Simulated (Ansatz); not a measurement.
Born–Oppenheimer molecular dynamics of a periodic cell of 16 atoms, Li (start crystal Li, start structure bcc, volume 1.05 times the crystal's). It goes on from the last frame of an earlier run, with new velocities.

All numbers below come from DFT PBE, scalar-relativistic, plane waves, PAW (Ansatz). Settings: accuracy low, cutoff 420 eV, k mesh 2x2x2, fermi-dirac smearing 0.1 eV, no spin polarisation.

```
ensemble        : NPT, Langevin
time step       : 1 fs
steps asked     : 300
set temperature : 630 K
friction        : 0.005 /fs
pressure        : 1 GPa
seed            : 733914
```

Frames 5 fs apart, positions in Å, forces in eV/Å.

Velocities at 130.0 fs (Å/ps):

```
Li -17.85 -9.49 -5.14
Li 6.00 -3.08 8.97
Li -12.16 7.38 4.92
Li 6.13 -11.98 3.39
Li -9.06 11.12 12.09
Li -7.81 -9.41 -5.27
Li 11.74 14.01 -5.82
Li 7.68 1.17 2.58
Li 9.84 7.48 7.53
Li -0.57 -12.40 -7.80
Li -0.96 -9.78 0.62
Li 12.72 10.30 -19.66
Li 25.98 -17.57 10.35
Li -15.97 7.34 2.94
Li 4.24 8.46 6.79
Li -11.30 5.63 -14.73
```

```xyz
16
Lattice="7.0864 0.0000 0.0000 0.0000 7.0864 0.0000 0.0000 0.0000 7.0864" Properties=species:S:1:pos:R:3:forces:R:3 time_fs=130.0 energy_less_start_eV=-0.941 T=876
Li 0.528 0.212 0.029 -0.53 -0.23 -0.52
Li 3.475 0.757 -0.856 0.58 -0.84 0.66
Li 0.193 3.624 -0.383 0.01 0.07 -0.02
Li 0.116 0.925 2.956 0.05 -0.28 0.11
Li 2.008 2.037 0.862 0.33 0.55 0.59
Li 3.650 4.410 -0.632 -0.64 -0.88 0.03
Li 3.656 0.307 2.671 -0.08 0.15 0.26
Li 5.141 1.881 1.075 0.20 0.39 -0.06
Li 0.269 3.933 3.308 0.00 -0.04 -0.12
Li 1.911 5.457 1.259 -0.03 -0.03 0.23
Li 2.141 1.958 4.927 -0.84 0.47 -0.30
Li 3.858 3.225 3.578 -0.02 0.29 -0.36
Li 4.626 5.141 1.535 0.72 0.05 0.22
Li 5.523 1.971 5.217 0.26 -0.04 -0.10
Li 2.457 6.013 4.662 -0.48 -0.27 -0.18
Li 5.463 5.242 5.243 0.45 0.64 -0.45
16
Lattice="7.0759 0.0000 0.0000 0.0000 7.0759 0.0000 0.0000 0.0000 7.0759" Properties=species:S:1:pos:R:3:forces:R:3 time_fs=135.0 energy_less_start_eV=-1.302 T=1014
Li 0.428 0.166 0.006 -0.38 -0.14 -0.44
Li 3.512 0.736 -0.808 0.43 -0.73 0.72
Li 0.134 3.656 -0.359 -0.01 0.05 -0.07
Li 0.139 0.862 2.974 -0.03 -0.24 0.11
Li 1.961 2.095 0.927 0.30 0.37 0.42
Li 3.596 4.342 -0.663 -0.44 -0.79 0.12
Li 3.706 0.378 2.625 -0.15 -0.08 0.29
Li 5.168 1.897 1.081 0.25 0.42 -0.09
Li 0.314 3.966 3.342 0.00 -0.08 -0.10
Li 1.912 5.389 1.220 0.08 0.07 0.28
Li 2.119 1.921 4.922 -0.66 0.51 -0.28
Li 3.907 3.273 3.472 -0.22 0.13 -0.16
Li 4.761 5.036 1.587 0.55 0.19 -0.01
Li 5.440 2.008 5.212 0.33 -0.02 -0.17
Li 2.467 6.043 4.690 -0.46 -0.28 -0.28
Li 5.410 5.282 5.162 0.39 0.60 -0.36
16
Lattice="7.0684 0.0000 0.0000 0.0000 7.0684 0.0000 0.0000 0.0000 7.0684" Properties=species:S:1:pos:R:3:forces:R:3 time_fs=140.0 energy_less_start_eV=-1.620 T=1209
Li 0.317 0.120 -0.024 -0.24 -0.07 -0.35
Li 3.573 0.695 -0.737 0.20 -0.57 0.65
Li 0.070 3.693 -0.334 -0.02 0.04 -0.13
Li 0.157 0.804 2.994 -0.11 -0.21 0.08
Li 1.912 2.168 1.007 0.26 0.18 0.26
Li 3.530 4.256 -0.682 -0.19 -0.65 0.14
Li 3.752 0.452 2.582 -0.20 -0.27 0.33
Li 5.203 1.921 1.080 0.30 0.44 -0.10
Li 0.343 3.998 3.380 0.01 -0.11 -0.08
Li 1.905 5.334 1.187 0.16 0.17 0.32
Li 2.071 1.907 4.899 -0.43 0.43 -0.13
Li 3.929 3.313 3.365 -0.36 0.00 0.06
Li 4.909 4.939 1.657 0.41 0.37 -0.24
Li 5.373 2.052 5.203 0.36 0.01 -0.25
Li 2.458 6.070 4.713 -0.42 -0.28 -0.32
Li 5.375 5.356 5.072 0.28 0.49 -0.23
16
Lattice="7.0582 0.0000 0.0000 0.0000 7.0582 0.0000 0.0000 0.0000 7.0582" Properties=species:S:1:pos:R:3:forces:R:3 time_fs=145.0 energy_less_start_eV=-1.828 T=1333
Li 0.202 0.078 -0.069 -0.12 -0.02 -0.26
Li 3.653 0.625 -0.648 0.01 -0.40 0.53
Li 0.011 3.744 -0.307 -0.01 0.04 -0.21
Li 0.175 0.734 3.006 -0.19 -0.20 0.03
Li 1.867 2.250 1.098 0.21 -0.01 0.12
Li 3.463 4.141 -0.691 0.04 -0.45 0.09
Li 3.792 0.515 2.546 -0.23 -0.40 0.37
Li 5.246 1.964 1.082 0.35 0.41 -0.10
Li 0.361 4.019 3.432 0.03 -0.13 -0.06
Li 1.901 5.268 1.169 0.18 0.30 0.35
Li 2.004 1.890 4.868 -0.20 0.34 0.04
Li 3.930 3.342 3.245 -0.51 -0.10 0.29
Li 5.062 4.851 1.731 0.31 0.57 -0.44
Li 5.324 2.101 5.185 0.33 0.00 -0.31
Li 2.436 6.090 4.728 -0.37 -0.29 -0.32
Li 5.346 5.455 4.963 0.17 0.34 -0.11
16
Lattice="7.0471 0.0000 0.0000 0.0000 7.0471 0.0000 0.0000 0.0000 7.0471" Properties=species:S:1:pos:R:3:forces:R:3 time_fs=150.0 energy_less_start_eV=-1.930 T=1437
Li 0.089 0.054 -0.140 0.00 0.00 -0.16
Li 3.732 0.538 -0.552 -0.10 -0.25 0.39
Li -0.052 3.793 -0.283 0.05 0.05 -0.31
Li 0.180 0.662 3.004 -0.24 -0.18 -0.03
Li 1.821 2.328 1.193 0.13 -0.19 0.02
Li 3.403 4.010 -0.699 0.19 -0.23 0.05
Li 3.828 0.546 2.532 -0.22 -0.42 0.36
Li 5.310 2.016 1.075 0.33 0.30 -0.05
Li 0.377 4.022 3.482 0.04 -0.14 -0.03
Li 1.895 5.210 1.164 0.17 0.41 0.35
Li 1.933 1.887 4.836 -0.04 0.23 0.16
Li 3.904 3.370 3.123 -0.61 -0.14 0.44
Li 5.225 4.781 1.794 0.25 0.72 -0.53
Li 5.296 2.155 5.156 0.27 -0.05 -0.36
Li 2.395 6.095 4.732 -0.31 -0.31 -0.28
Li 5.321 5.561 4.841 0.09 0.18 -0.01
16
Lattice="7.0333 0.0000 0.0000 0.0000 7.0333 0.0000 0.0000 0.0000 7.0333" Properties=species:S:1:pos:R:3:forces:R:3 time_fs=155.0 energy_less_start_eV=-1.966 T=1494
Li -0.011 0.033 -0.220 0.10 0.01 -0.08
Li 3.802 0.444 -0.445 -0.16 -0.15 0.25
Li -0.116 3.851 -0.273 0.16 0.08 -0.43
Li 0.171 0.597 2.989 -0.24 -0.17 -0.08
Li 1.782 2.403 1.295 0.00 -0.35 -0.08
Li 3.360 3.863 -0.716 0.24 -0.01 0.05
Li 3.864 0.567 2.534 -0.19 -0.37 0.34
Li 5.394 2.076 1.066 0.25 0.14 0.02
Li 0.397 4.004 3.539 0.05 -0.11 0.01
Li 1.901 5.162 1.178 0.14 0.51 0.31
Li 1.865 1.894 4.802 0.04 0.11 0.22
Li 3.845 3.395 3.010 -0.58 -0.09 0.48
Li 5.394 4.726 1.847 0.15 0.79 -0.47
Li 5.283 2.201 5.109 0.22 -0.13 -0.38
Li 2.331 6.093 4.713 -0.22 -0.31 -0.21
Li 5.294 5.666 4.712 0.03 0.05 0.06
16
Lattice="7.0177 0.0000 0.0000 0.0000 7.0177 0.0000 0.0000 0.0000 7.0177" Properties=species:S:1:pos:R:3:forces:R:3 time_fs=160.0 energy_less_start_eV=-1.922 T=1453
Li -0.110 0.010 -0.302 0.21 0.03 -0.01
Li 3.861 0.356 -0.340 -0.18 -0.08 0.12
Li -0.173 3.915 -0.273 0.28 0.12 -0.57
Li 0.149 0.540 2.954 -0.19 -0.13 -0.11
Li 1.748 2.462 1.397 -0.15 -0.49 -0.20
Li 3.328 3.721 -0.746 0.23 0.17 0.10
Li 3.887 0.575 2.558 -0.16 -0.27 0.27
Li 5.483 2.142 1.050 0.12 -0.07 0.11
Li 0.424 3.972 3.602 0.06 -0.05 0.06
Li 1.908 5.127 1.210 0.09 0.58 0.23
Li 1.802 1.893 4.781 0.07 -0.01 0.23
Li 3.770 3.414 2.910 -0.37 0.04 0.47
Li 5.576 4.692 1.886 -0.02 0.76 -0.31
Li 5.287 2.242 5.045 0.19 -0.21 -0.39
Li 2.269 6.083 4.689 -0.15 -0.31 -0.14
Li 5.277 5.769 4.575 -0.02 -0.08 0.13
16
Lattice="6.9992 0.0000 0.0000 0.0000 6.9992 0.0000 0.0000 0.0000 6.9992" Properties=species:S:1:pos:R:3:forces:R:3 time_fs=165.0 energy_less_start_eV=-1.763 T=1378
Li -0.208 -0.003 -0.391 0.32 0.06 0.05
Li 3.898 0.264 -0.236 -0.20 -0.03 0.02
Li -0.237 3.987 -0.296 0.39 0.15 -0.71
Li 0.115 0.487 2.915 -0.10 -0.09 -0.14
Li 1.712 2.504 1.486 -0.29 -0.60 -0.30
Li 3.303 3.585 -0.773 0.19 0.30 0.16
Li 3.906 0.559 2.591 -0.17 -0.10 0.17
Li 5.571 2.202 1.036 -0.03 -0.29 0.17
Li 0.467 3.942 3.661 0.03 0.03 0.10
Li 1.931 5.100 1.248 0.01 0.63 0.11
Li 1.742 1.885 4.765 0.07 -0.14 0.21
Li 3.698 3.440 2.824 -0.07 0.14 0.47
Li 5.763 4.657 1.904 -0.22 0.75 -0.09
Li 5.285 2.276 4.962 0.18 -0.28 -0.36
Li 2.209 6.065 4.654 -0.08 -0.30 -0.07
Li 5.249 5.868 4.442 -0.05 -0.23 0.22
16
Lattice="6.9815 0.0000 0.0000 0.0000 6.9815 0.0000 0.0000 0.0000 6.9815" Properties=species:S:1:pos:R:3:forces:R:3 time_fs=170.0 energy_less_start_eV=-1.525 T=1187
Li -0.299 -0.016 -0.484 0.42 0.13 0.10
Li 3.909 0.173 -0.128 -0.20 0.00 -0.07
Li -0.297 4.067 -0.334 0.42 0.14 -0.80
Li 0.075 0.446 2.871 0.02 -0.04 -0.16
Li 1.663 2.528 1.560 -0.36 -0.67 -0.39
Li 3.285 3.459 -0.794 0.13 0.38 0.23
Li 3.928 0.533 2.639 -0.24 0.11 0.03
Li 5.642 2.260 1.036 -0.15 -0.48 0.18
Li 0.503 3.908 3.727 -0.03 0.12 0.10
Li 1.954 5.096 1.294 -0.07 0.65 -0.01
Li 1.693 1.863 4.745 0.07 -0.25 0.18
Li 3.627 3.471 2.749 0.24 0.19 0.49
Li 5.927 4.654 1.900 -0.36 0.73 0.13
Li 5.280 2.298 4.876 0.18 -0.31 -0.33
Li 2.154 6.048 4.604 -0.02 -0.29 -0.01
Li 5.216 5.968 4.331 -0.05 -0.43 0.32
16
Lattice="6.9613 0.0000 0.0000 0.0000 6.9613 0.0000 0.0000 0.0000 6.9613" Properties=species:S:1:pos:R:3:forces:R:3 time_fs=175.0 energy_less_start_eV=-1.273 T=1021
Li -0.379 -0.023 -0.572 0.50 0.22 0.14
Li 3.911 0.099 -0.023 -0.20 0.01 -0.14
Li -0.345 4.157 -0.407 0.37 0.09 -0.74
Li 0.044 0.415 2.827 0.14 0.00 -0.17
Li 1.608 2.532 1.620 -0.35 -0.68 -0.44
Li 3.263 3.360 -0.813 0.11 0.42 0.29
Li 3.932 0.511 2.683 -0.37 0.34 -0.14
Li 5.707 2.308 1.034 -0.25 -0.55 0.15
Li 0.537 3.880 3.792 -0.08 0.17 0.07
Li 1.971 5.096 1.349 -0.14 0.67 -0.13
Li 1.666 1.824 4.733 0.05 -0.32 0.14
Li 3.569 3.516 2.694 0.50 0.16 0.52
Li 6.071 4.674 1.891 -0.44 0.67 0.27
Li 5.283 2.310 4.784 0.16 -0.30 -0.29
Li 2.100 6.017 4.553 0.03 -0.26 0.05
Li 5.175 6.058 4.241 -0.03 -0.65 0.44
16
Lattice="6.9403 0.0000 0.0000 0.0000 6.9403 0.0000 0.0000 0.0000 6.9403" Properties=species:S:1:pos:R:3:forces:R:3 time_fs=180.0 energy_less_start_eV=-1.053 T=885
Li -0.449 -0.019 -0.653 0.56 0.33 0.21
Li 3.901 0.037 0.070 -0.18 0.02 -0.19
Li -0.379 4.230 -0.513 0.27 0.02 -0.48
Li 0.007 0.388 2.792 0.26 0.05 -0.17
Li 1.539 2.505 1.655 -0.21 -0.60 -0.42
Li 3.244 3.270 -0.823 0.11 0.45 0.33
Li 3.922 0.510 2.723 -0.51 0.52 -0.30
Li 5.769 2.346 1.043 -0.35 -0.53 0.09
Li 0.563 3.860 3.860 -0.08 0.18 -0.04
Li 1.987 5.119 1.403 -0.22 0.63 -0.25
Li 1.643 1.785 4.738 0.01 -0.36 0.08
Li 3.525 3.574 2.647 0.64 0.08 0.54
Li 6.192 4.712 1.901 -0.49 0.56 0.23
Li 5.295 2.309 4.692 0.12 -0.26 -0.25
Li 2.051 5.994 4.504 0.08 -0.23 0.09
Li 5.141 6.130 4.175 -0.01 -0.86 0.53
16
Lattice="6.9163 0.0000 0.0000 0.0000 6.9163 0.0000 0.0000 0.0000 6.9163" Properties=species:S:1:pos:R:3:forces:R:3 time_fs=185.0 energy_less_start_eV=-0.868 T=743
Li -0.490 -0.011 -0.711 0.57 0.43 0.27
Li 3.873 -0.017 0.141 -0.12 0.03 -0.22
Li -0.406 4.298 -0.633 0.15 -0.07 -0.11
Li -0.021 0.362 2.757 0.33 0.10 -0.12
Li 1.463 2.455 1.681 0.03 -0.46 -0.35
Li 3.223 3.190 -0.825 0.13 0.45 0.34
Li 3.897 0.528 2.760 -0.61 0.64 -0.41
Li 5.811 2.356 1.053 -0.45 -0.40 -0.01
Li 0.583 3.839 3.922 -0.03 0.14 -0.20
Li 1.993 5.146 1.453 -0.26 0.58 -0.34
Li 1.617 1.736 4.748 -0.02 -0.39 0.03
Li 3.500 3.631 2.611 0.68 -0.02 0.53
Li 6.294 4.755 1.925 -0.56 0.38 0.11
Li 5.308 2.311 4.593 0.07 -0.22 -0.20
Li 2.020 5.952 4.451 0.11 -0.18 0.13
Li 5.110 6.168 4.133 -0.02 -1.00 0.57
```

Of the whole run (300 fs, mean temperature of the second half 871 K): The conserved energy stayed within 0.06 meV per atom of its start (net change 0.0046 meV per atom), so the integration is sound. The mean temperature of the second half is 38 % above the set value. A run of 0.3 ps of so small a system gives no equilibrium averages. Limits of this set-up: coarse k mesh, low accuracy level. The cell's volume went from 357 to 343 Å³.

Run time: 11 min on 1 thread of INTEL(R) XEON(R) PLATINUM 8581C CPU @ 2.10GHz (Emerald Rapids) (shared host), peak memory 0.64 GiB.
